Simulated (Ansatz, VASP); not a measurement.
MgS in VASP and in Ansatz

Contents of INCAR:

```
SYSTEM = MgS
PREC = Accurate
ENCUT = 520
EDIFF = 1E-6
ISMEAR = 0
SIGMA = 0.05
LREAL = .False.
LASPH = .True.
NELM = 80
ALGO = Normal
ISIF = 2
LWAVE = .False.
LCHARG = .False.
GGA = PE
NBANDS = 11
```

KPOINTS

```
regular mesh
0
Gamma
  8 8 8
  0 0 0
```

The input POSCAR:

```
MgS
1.0
    0.0000000000      2.8097820000      2.7057160000
    2.8097820000      0.0000000000      2.7057160000
    2.8097820000      2.8097820000      0.0000000000
Mg S
1 1
Direct
    0.0000000000      0.0000000000      0.0000000000
    0.5000000000      0.5000000000      0.5000000000
```

Input for Ansatz:

```yaml
crystal:
  lattice:
    - [0.0, 2.809782, 2.705716]
    - [2.809782, 0.0, 2.705716]
    - [2.809782, 2.809782, 0.0]
  atoms:
    - { symbol: Mg, position: [0.0, 0.0, 0.0] }
    - { symbol: S, position: [0.5, 0.5, 0.5] }
basis:
  ecutwfc: 420
kpoints:
  mp_grid: { grid: [8, 8, 8] }
hamiltonian:
  xc: pbe
scf:
  occupations: { method: gaussian, width: 0.05 }
output:
  forces: true
  stress: true
  eigenvalues: true
```

Change from the starting cell: strain +0.080 along x and y, +0.040 along z, atoms carried along.

Alike in both runs: task single point; functional PBE; k mesh 8 × 8 × 8; occupations gaussian, width 0.05 eV; no spin polarisation.

|  | VASP | Ansatz |
| --- | --- | --- |
| version | VASP 6.6.1 | Ansatz 0.2.0 |
| potentials or method | VASP PAW PBE potentials, release 64 (Mg, S) | scalar-relativistic, plane waves, PAW |
| plane-wave cutoff (eV) | 520 | 420 |
| valence electrons in the cell | 8 | 16 |

```tsv
	VASP	Ansatz	Ansatz less VASP
gap on the k mesh at the Fermi level (eV)	2.21	2.23	+0.022
least direct gap on the mesh (eV)	2.32	2.33	+0.016
pressure (GPa)	-9.2	-9.0	+0.22
largest component of the traceless stress (GPa)	0.63	0.65	+0.020
```

With one functional, cell and mesh, what is left measures potentials, basis and numerics. The two sets of potentials don't hold the same shells in valence.

A k mesh can miss the band edges.
